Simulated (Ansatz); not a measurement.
# BN: rattled cells

This session takes BN and sets out to compute energies and forces of randomly disturbed cells.

Method: DFT r2SCAN, scalar-relativistic, plane waves, PAW, in Ansatz 0.2.0.

2 further runs of the same task are left out: 2 set aside as unsound or not needed. Runs told in other sessions of the task aren't counted.

### 1 Starting point

It takes space group F-43m (No. 216, cubic). The conventional cell has a = 3.610 Å, b = 3.610 Å, c = 3.610 Å, α = 90.00°, β = 90.00°, γ = 90.00°. B (site symmetry -43m) is surrounded by 4 N at 1.56 Å. N (site symmetry -43m) has 4 B at 1.56 Å in its first shell of neighbours.

As a file:

```cif
data_structure
_symmetry_space_group_name_H-M 'P 1'
_symmetry_Int_Tables_number 1
_cell_length_a 3.6096
_cell_length_b 3.6096
_cell_length_c 3.6096
_cell_angle_alpha 90.000
_cell_angle_beta 90.000
_cell_angle_gamma 90.000
_cell_volume 47.03
loop_
_atom_site_label
_atom_site_type_symbol
_atom_site_fract_x
_atom_site_fract_y
_atom_site_fract_z
_atom_site_occupancy
B1 B 0.00000 0.00000 0.00000 1
B2 B 0.50000 0.50000 0.00000 1
B3 B 0.50000 0.00000 0.50000 1
B4 B 0.00000 0.50000 0.50000 1
N1 N 0.75000 0.75000 0.75000 1
N2 N 0.25000 0.25000 0.75000 1
N3 N 0.25000 0.75000 0.25000 1
N4 N 0.75000 0.25000 0.25000 1
```

It goes back to an entry of the Materials Project.

It is built from the cell relaxed beforehand with the same method (5.88 Å³/atom).

### 2 Zero of energy

The cell is repeated 4 times, 8 atoms in all. The reference gives a free energy of -2176.0265 eV, pressure 0.04 GPa, largest force 0.000 eV/Å and gap on the mesh 5.00 eV. It was computed beforehand with the settings of the runs below.

### 3 The scan: rattled cells

All atoms are moved at random with no net shift, in some cells together with a random strain.

### 4 At rms move = 0.251 Å

input.yaml

```yaml
crystal:
  lattice:
    - [3.5770638638, 0.0109558352, -0.024409457]
    - [-0.0109558352, -3.5658191833, 0.0438247994]
    - [0.024409457, 0.0438247994, -3.6005025345]
  atoms:
    - { symbol: B, position: [-0.0712655378, 0.0484686974, 0.0460947632] }
    - { symbol: B, position: [0.5431178968, 0.4959263963, 0.0068842754] }
    - { symbol: B, position: [0.5261006065, -0.0455187365, 0.484906217] }
    - { symbol: B, position: [-0.0448824625, 0.4817408316, 0.5508946545] }
    - { symbol: "N", position: [0.7403077725, 0.7433990556, 0.7337055082] }
    - { symbol: "N", position: [0.3013122434, 0.2467516919, 0.7031984741] }
    - { symbol: "N", position: [0.235626771, 0.6886196579, 0.2595054731] }
    - { symbol: "N", position: [0.7696827102, 0.3406124058, 0.2148106344] }
basis:
  ecutwfc: 500
kpoints:
  mp_grid: { grid: [6, 6, 6] }
hamiltonian:
  xc: r2scan
scf:
  occupations: { method: gaussian, width: 0.05 }
output:
  forces: true
  stress: true
  eigenvalues: true
```

On the command line:

```bash
> ansatz run input.yaml --threads 1 --pin off --max-ram 2560MiB --backend cpu --events-out ev --progress --plain --runs-dir out
```

### 5 rms move = 0.493 Å

input.yaml

```yaml
crystal:
  lattice:
    - [3.6096275117, 0.0, 0.0]
    - [0.0, -3.6096275117, 0.0]
    - [0.0, 0.0, -3.6096275117]
  atoms:
    - { symbol: B, position: [-0.0962961626, -0.0646224798, -0.0682868143] }
    - { symbol: B, position: [0.4809937977, 0.5361124782, 0.0607235038] }
    - { symbol: B, position: [0.3875662462, -0.0879455579, 0.4664156083] }
    - { symbol: B, position: [0.0620007354, 0.6383949436, 0.5234722881] }
    - { symbol: "N", position: [0.6275308545, 0.7544620836, 0.6641394425] }
    - { symbol: "N", position: [0.3630049108, 0.2383617072, 0.8492721743] }
    - { symbol: "N", position: [0.2604909991, 0.7857478831, 0.3011842666] }
    - { symbol: "N", position: [0.9147086189, 0.1994889419, 0.2030795307] }
basis:
  ecutwfc: 500
kpoints:
  mp_grid: { grid: [6, 6, 6] }
hamiltonian:
  xc: r2scan
scf:
  occupations: { method: gaussian, width: 0.05 }
output:
  forces: true
  stress: true
  eigenvalues: true
```

### 6 rms move = 0.270 Å

input.yaml

```yaml
crystal:
  lattice:
    - [3.7153396096, 0.0473902762, -0.0498350065]
    - [-0.0473902762, -3.476624052, -0.1053850552]
    - [0.0498350065, -0.1053850552, -3.7919468044]
  atoms:
    - { symbol: B, position: [-0.0277146983, 0.0398976974, 0.0413287522] }
    - { symbol: B, position: [0.4147007334, 0.4965650536, 0.0529266466] }
    - { symbol: B, position: [0.4916475911, 0.0058443211, 0.4383916397] }
    - { symbol: B, position: [0.1003409581, 0.4799898382, 0.5533806665] }
    - { symbol: "N", position: [0.7481723895, 0.7776627352, 0.7210077945] }
    - { symbol: "N", position: [0.197399267, 0.1953333927, 0.7613208076] }
    - { symbol: "N", position: [0.2815837358, 0.7375949832, 0.2096071403] }
    - { symbol: "N", position: [0.7938700236, 0.2671119787, 0.2220365527] }
basis:
  ecutwfc: 500
kpoints:
  mp_grid: { grid: [6, 6, 6] }
hamiltonian:
  xc: r2scan
scf:
  occupations: { method: gaussian, width: 0.05 }
output:
  forces: true
  stress: true
  eigenvalues: true
```

### 7 Point rms move = 0.052 Å

input.yaml

```yaml
crystal:
  lattice:
    - [3.6096275117, 0.0, 0.0]
    - [0.0, -3.6096275117, 0.0]
    - [0.0, 0.0, -3.6096275117]
  atoms:
    - { symbol: B, position: [0.0051109409, -0.0023561228, 0.0026648942] }
    - { symbol: B, position: [0.4902085903, 0.4851150716, -0.0005012061] }
    - { symbol: B, position: [0.5105730178, 0.0011975954, 0.497989339] }
    - { symbol: B, position: [0.0066790588, 0.5010236218, 0.4962468242] }
    - { symbol: "N", position: [0.7542093577, 0.7520022714, 0.7695704832] }
    - { symbol: "N", position: [0.2403088861, 0.2491454699, 0.731613651] }
    - { symbol: "N", position: [0.251119309, 0.7589589485, 0.2435561808] }
    - { symbol: "N", position: [0.7417908394, 0.2549131443, 0.2588598338] }
basis:
  ecutwfc: 500
kpoints:
  mp_grid: { grid: [6, 6, 6] }
hamiltonian:
  xc: r2scan
scf:
  occupations: { method: gaussian, width: 0.05 }
output:
  forces: true
  stress: true
  eigenvalues: true
```

### 8 At rms move = 0.158 Å

input.yaml

```yaml
crystal:
  lattice:
    - [3.458924047, 0.0631577483, -0.026531118]
    - [-0.0631577483, -3.5324935716, 0.0188278989]
    - [0.026531118, 0.0188278989, -3.3452190782]
  atoms:
    - { symbol: B, position: [0.0040772998, -0.0051342029, -0.0115302066] }
    - { symbol: B, position: [0.5102428541, 0.5414552405, 0.0194578851] }
    - { symbol: B, position: [0.5058309218, -0.0409403093, 0.5265067176] }
    - { symbol: B, position: [-0.0251490343, 0.4995226201, 0.5312342966] }
    - { symbol: "N", position: [0.7619336848, 0.7357781028, 0.7112334824] }
    - { symbol: "N", position: [0.2155604343, 0.2840223791, 0.7544300824] }
    - { symbol: "N", position: [0.2294726492, 0.7304118091, 0.2106481214] }
    - { symbol: "N", position: [0.7980311903, 0.2548843606, 0.2580196211] }
basis:
  ecutwfc: 500
kpoints:
  mp_grid: { grid: [6, 6, 6] }
hamiltonian:
  xc: r2scan
scf:
  occupations: { method: gaussian, width: 0.05 }
output:
  forces: true
  stress: true
  eigenvalues: true
```

(Steps that only read results are left out.)

Before running it: what results should come out?

As calculated:

```
      quantity                                      value
costliest cell  5020.8 meV/atom at an rms move of 0.493 Å
```

**Reading.** The cost runs from 44.6 to 5020.8 meV/atom. Energy over the square of the rms move lies between 16.4 and 34.5 eV/Å² per atom; a harmonic solid under isotropic random moves would keep it roughly constant, while strain and close contacts change it. The gap on the mesh, 5.00 eV at the start, reads zero at rms move = 0.493. Spin polarisation is off in the runs that give these values; a magnetic solution could lie lower. Where forces pass 15 eV/Å atoms stand far too close, the PAW spheres overlap strongly and those numbers are rough.
